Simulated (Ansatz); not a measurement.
Rocksalt SrO at its r2SCAN geometry, run in the PAW code Ansatz at 2 levels of theory. Spin-unpolarised throughout; all numbers are computed.

The r2SCAN input:
```yaml
crystal:
  lattice:
    - [0.0, 2.5798923265, 2.5798923265]
    - [2.5798923265, 0.0, 2.5798923265]
    - [2.5798923265, 2.5798923265, 0.0]
  atoms:
    - { symbol: Sr, position: [0.0, 0.0, 0.0] }
    - { symbol: O, position: [0.5, 0.5, 0.5] }
kpoints:
  mp_grid: { grid: [8, 8, 8] }
  band_path:
    path:
      - [0.0, 0.0, 0.0]
      - [0.5, 0.0, 0.5]
      - [0.625, 0.25, 0.625]
      - [0.375, 0.375, 0.75]
      - [0.5, 0.5, 0.5]
      - [0.5, 0.25, 0.75]
      - [0.0, 0.5, 0.5]
    npoints: 1
hamiltonian:
  xc: r2scan
scf:
  occupations: { method: fixed }
  n_extra_bands: 4
output:
  forces: true
  stress: true
  eigenvalues: true
```

Main results, then, where recorded, the levels near the gap in eV from the Fermi energy (columns number the bands from 0), one row a point of the path (Γ, X, U, K, L, W, X):
```
Crystal: 2 atoms, lattice volume = 34.343 Å³
Symmetry: 48 space group operations
Space group: Fm-3m (ITA 225)
```
```
Basis set: ecut = 500 eV, 893 PW (Γ)
Bands: 12, of which v1, the nominal top of the filled ones, is band 8 counted from 1 (7 counted from 0)
k-points: 29 of 512
Free energy (F): -4127.055325 eV
Fermi energy:    7.495204 eV
--- Stress (GPa, compression-positive) ---
        0.002755       0.000000       0.000000
        0.000000       0.002755       0.000000
        0.000000       0.000000       0.002755
  P = ⅓ Tr σ = 0.0028 GPa (0.028 kbar)
```
```tsv
band_3	band_4	band_5	band_6	band_7	band_8	band_9	band_10
-14.407	-14.407	0.000	0.000	0.000	4.590	6.815	6.815
-14.760	-14.760	-0.415	-0.081	-0.081	3.799	8.494	10.945
-14.662	-14.162	-0.905	-0.546	-0.451	5.306	8.468	9.420
-14.662	-14.162	-0.905	-0.546	-0.451	5.306	8.468	9.420
-14.482	-13.440	-2.074	-1.082	-1.082	7.105	8.953	9.487
-15.052	-13.973	-1.079	-0.411	-0.411	6.556	6.556	9.310
-14.760	-14.760	-0.415	-0.081	-0.081	3.799	8.494	10.945
```

The r2SCAN gap is indirect, 3.80 eV (Γ to X), below the direct gap of 3.88 eV at X.

Question: Another run on the same cell gave
```
Basis set: ecut = 420 eV, 645 PW (Γ)
Bands: 12, of which v1, the nominal top of the filled ones, is band 8 counted from 1 (7 counted from 0)
k-points: 16 of 216
hybrid outer 1: dexx = +5.618e-3 eV, tail = 9.11e-6 eV
hybrid outer 2: dexx = +8.520e-8 eV, tail = 1.42e-8 eV, Δε = 1.36e-3 eV
Free energy (F): -4116.975417 eV
Fermi energy:    6.757965 eV
--- Stress (GPa, compression-positive) ---
       -0.326826       0.000000       0.000000
        0.000000      -0.326826       0.000000
        0.000000       0.000000      -0.326826
  P = ⅓ Tr σ = -0.3268 GPa (-3.268 kbar)
```
```tsv
band_3	band_4	band_5	band_6	band_7	band_8	band_9	band_10
-14.609	-14.609	0.000	0.000	0.000	5.413	7.900	7.900
-14.990	-14.990	-0.466	-0.096	-0.096	4.794	9.525	12.018
-14.881	-14.404	-0.968	-0.588	-0.494	6.340	9.597	10.512
-14.881	-14.404	-0.968	-0.588	-0.494	6.340	9.597	10.512
-14.683	-13.651	-2.216	-1.151	-1.151	8.237	9.875	10.703
-15.306	-14.192	-1.165	-0.444	-0.444	7.632	7.632	10.401
-14.990	-14.990	-0.466	-0.096	-0.096	4.794	9.525	12.018
```
Which level of theory and mesh gave it?

Answer: It is HSE06, judged by the exchange loop and the size of the gap (a near hybrid could fit too), on 6×6×6; the blocks that differ from the first input, but for the band path:
```yaml
kpoints:
  mp_grid: { grid: [6, 6, 6] }
hamiltonian:
  xc: hse06
```
The HSE06 gap is indirect, 4.79 eV (Γ to X), below the direct gap of 4.89 eV at X. The mean stress, -0.3 GPa, is small, and the program warns that its thresholds are loose for a hybrid's stress.

Small level splittings and stresses of the hybrids carry the error of their coarser meshes.

Totals of different functionals can't be compared.

The meshes of the hybrids are coarse, so their gaps aren't converged to the digits shown.
